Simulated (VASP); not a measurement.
A run of VASP 6.6.1 is set up as follows.

INCAR

```
SYSTEM = CuI
PREC     = Accurate       ! precision mode
ENCUT    = 500            ! plane-wave cutoff, eV
EDIFF    = 1E-6           ! SCF threshold, eV
ISMEAR   = 0              ! smearing method
SIGMA    = 0.05           ! smearing width, eV
LREAL    = .False.        ! projectors in reciprocal space
LASPH    = .True.         ! aspherical terms in the spheres
NELM     = 60             ! most SCF steps
ALGO     = Normal         ! electronic algorithm
ISIF     = 2              ! what is computed and relaxed
LWAVE    = .False.        ! write WAVECAR
LCHARG   = .False.        ! write CHGCAR
GGA      = PS             ! functional
```

Contents of KPOINTS:

```
regular mesh
0
Gamma
  8 8 8
  0 0 0
```

File POSCAR:

```
CuI
4.2872
    0.000000000000      0.707104870312      0.707104870312
    0.707104870312      0.000000000000      0.707104870312
    0.707104870312      0.707104870312      0.000000000000
I Cu
1 1
Direct
    0.0000000000      0.0000000000      0.0000000000
    0.7500000000      0.7500000000      0.7500000000
```

Potentials or basis: VASP PAW PBE potentials, release 64 (I, Cu).

Command:

```sh
$ cat potpaw_PBE.64/I/POTCAR potpaw_PBE.64/Cu/POTCAR > POTCAR
$ mpirun -np 1 vasp_std > vasp.out
```

(1) Predict the band gap on the k mesh.

(2) Predict the pressure.

Results:

(1) 1.03 eV, direct.

(2) -2.5 GPa.

Caveat: the PAW data sets were made with another functional, which shifts forces and pressure a little; spin-orbit coupling is left out, which moves the levels of the heavy elements.
